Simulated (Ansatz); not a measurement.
# GaSb: band gap under strain

How does strain move the band edges of GaSb in the zincblende structure, and do the functionals agree on it? States: +2.0 % biaxial strain in x and y, free along z; +3.0 % biaxial strain in x and y, free along z; +4.0 % biaxial strain in x and y, free along z.

The runs shown are made with Ansatz 0.2.0. PAW datasets, plane waves. Computed at 0 K without zero-point motion; spin polarisation is off.

### Step 1. The structure to begin with

The unstrained cell was relaxed with r2SCAN; in each strained cell the atoms were relaxed again with r2SCAN. Names of k-points are those of the unstrained zone, where strain can split equivalent points. First state: +2.0 % biaxial strain in x and y, free along z.

The symmetry is I-4m2 (No. 119, tetragonal); conventional cell a = 4.423 Å, c = 6.026 Å, 29.47 Å³ an atom. Near Ga stand 4 Sb at 2.68 Å; near Sb stand 4 Ga at 2.68 Å.

Coordinates:

```cif
data_structure
_symmetry_space_group_name_H-M 'I-4m2'
_symmetry_Int_Tables_number 119
_cell_length_a 4.4225
_cell_length_b 4.4225
_cell_length_c 6.0261
_cell_angle_alpha 90.000
_cell_angle_beta 90.000
_cell_angle_gamma 90.000
_cell_volume 117.86
loop_
_atom_site_label
_atom_site_type_symbol
_atom_site_symmetry_multiplicity
_atom_site_Wyckoff_symbol
_atom_site_fract_x
_atom_site_fract_y
_atom_site_fract_z
_atom_site_occupancy
Ga1 Ga 2 a 0.00000 0.00000 0.00000 1
Sb1 Sb 2 c 0.00000 0.50000 0.25000 1
```

From earlier runs on the unstrained cell: PBE 0.00 eV, r2SCAN 0.41 eV, HSE06 0.77 eV, r2SCAN+SOC 0.20 eV; a = 6.132 Å.

### Step 2. +2.0 % biaxial strain in x and y, free along z: PBE

input.yaml reads:

```yaml
crystal:
  lattice:
    - [0.0, 3.1271963739, 3.0130566083]
    - [3.1271963739, 0.0, 3.0130566083]
    - [3.1271963739, 3.1271963739, 0.0]
  atoms:
    - { symbol: Ga, position: [0.0, 0.0, 0.0] }
    - { symbol: Sb, position: [0.25, 0.25, 0.25] }
kpoints:
  mp_grid: { grid: [8, 8, 8] }
  band_path:
    path:
      - [0.0, 0.0, 0.0]
      - [-0.5, -0.5, 0.0]
      - [-0.375, -0.375, 0.25]
      - [-0.375, 0.0, 0.375]
      - [0.0, 0.0, 0.5]
      - [-0.5, -0.25, 0.25]
      - [-0.014648, 0.0, -0.014648]
    npoints: 1
hamiltonian:
  xc: pbe
scf:
  occupations: { method: fermi_dirac, width: 0.02 }
  n_extra_bands: 4
output:
  forces: true
  stress: true
  eigenvalues: true
```

Run with:

```sh
$ ansatz run input.yaml --threads 2 --pin off --max-ram 20275MiB --backend cpu --events-out ev --progress --plain --runs-dir out
```

After this run come: +2.0 % biaxial strain in x and y, free along z: r2SCAN; +2.0 % biaxial strain in x and y, free along z: HSE06; +2.0 % biaxial strain in x and y, free along z: r2SCAN+SOC; +3.0 % biaxial strain in x and y, free along z: PBE; +3.0 % biaxial strain in x and y, free along z: r2SCAN; +3.0 % biaxial strain in x and y, free along z: HSE06; +3.0 % biaxial strain in x and y, free along z: r2SCAN+SOC; +4.0 % biaxial strain in x and y, free along z: PBE; +4.0 % biaxial strain in x and y, free along z: r2SCAN; +4.0 % biaxial strain in x and y, free along z: HSE06; +4.0 % biaxial strain in x and y, free along z: r2SCAN+SOC.

**Question.** What will these runs give?

The runs gave:

Least gap in eV (negative: overlap), with the change from the unstrained cell in brackets:

| state | volume change (%) | PBE | r2SCAN | HSE06 |
| --- | --- | --- | --- | --- |
| +2.0 % biaxial strain in x and y, free along z | +2.2 | 0.00 (+0.00) | 0.10 (-0.31) | 0.44 (-0.33) |
| +3.0 % biaxial strain in x and y, free along z | +3.4 | 0.00 (+0.00) | 0.03 (-0.38) | 0.27 (-0.50) |
| +4.0 % biaxial strain in x and y, free along z | +4.5 | 0.00 (+0.00) | 0.04 (-0.37) | 0.11 (-0.66) |

What this shows: With HSE06, of the states in the table +4.0 % biaxial strain in x and y, free along z shifts the gap most, by -0.660 eV. PBE and HSE06 differ by 0.77 eV on the unstrained gap, and by at most 0.66 eV on its change. Under +2.0 % biaxial strain in x and y, free along z and under +3.0 % biaxial strain in x and y, free along z and under +4.0 % biaxial strain in x and y, free along z PBE gives no gap, or under 0.02 eV, while HSE06 has one. Spin-orbit coupling is left out of the table, though the cell holds Sb (Z = 51); in an element this heavy it can shift bands and gaps by tenths of an eV.
